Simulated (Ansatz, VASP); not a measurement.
Nb in VASP and in Ansatz

File INCAR:

```
SYSTEM = Nb
  ALGO = Normal
  EDIFF = 1E-6
  ENCUT = 520
  GGA = PS
  ISIF = 2
  ISMEAR = -1
  LASPH = .TRUE.
  LCHARG = .FALSE.
  LREAL = .FALSE.
  LWAVE = .FALSE.
  NBANDS = 12
  NELM = 80
  PREC = Accurate
  SIGMA = 0.08
```

KPOINTS

```
k-points
0
G
  13 13 13
  0 0 0
```

File POSCAR:

```
Nb
1.0
    0.0000000000      2.1564811194      2.1564811194
    2.1564811194      0.0000000000      2.1564811194
    2.1564811194      2.1564811194      0.0000000000
Nb
1
Direct
    0.0000000000      0.0000000000      0.0000000000
```

Input for Ansatz:

```yaml
crystal:
  lattice:
    - [0.0, 2.1564811194, 2.1564811194]
    - [2.1564811194, 0.0, 2.1564811194]
    - [2.1564811194, 2.1564811194, 0.0]
  atoms:
    - { symbol: Nb, position: [0.0, 0.0, 0.0] }
kpoints:
  mp_grid: { grid: [13, 13, 13] }
  band_path:
    path:
      - [0.0, 0.0, 0.0]
      - [0.5, 0.0, 0.5]
      - [0.625, 0.25, 0.625]
      - [0.375, 0.375, 0.75]
      - [0.0, 0.0, 0.0]
      - [0.5, 0.5, 0.5]
      - [0.5, 0.25, 0.75]
      - [0.5, 0.0, 0.5]
    npoints: 5
scf:
  occupations: { method: fermi_dirac, width: 0.08 }
hamiltonian:
  xc: pbesol
  pseudopotentials: { kind: all_electron, lapw: { basis_error: 0.00025 } }
output:
  forces: true
  stress: true
  eigenvalues: true
```

Change from the starting cell: volume scaled by 1.06.

Alike in both runs: task single point; functional PBEsol; k mesh 13 × 13 × 13; occupations fermi-dirac, width 0.08 eV; no spin polarisation.

|  | VASP | Ansatz |
| --- | --- | --- |
| version | VASP 6.6.1 | Ansatz 0.2.0 |
| potentials or method | VASP PAW PBE potentials, release 64 (Nb_sv) | all-electron LAPW, scalar-relativistic |
| plane-wave cutoff (eV) | 520 | see its input |

```csv
,VASP,Ansatz,Ansatz less VASP
pressure (GPa),-14.8,-14.5,+0.26
```

Ansatz ran all-electron here, so the differences hold the error of VASP's frozen core and of both bases.

Caveats: the PAW data sets were made with another functional, which shifts forces and pressure a little (VASP).
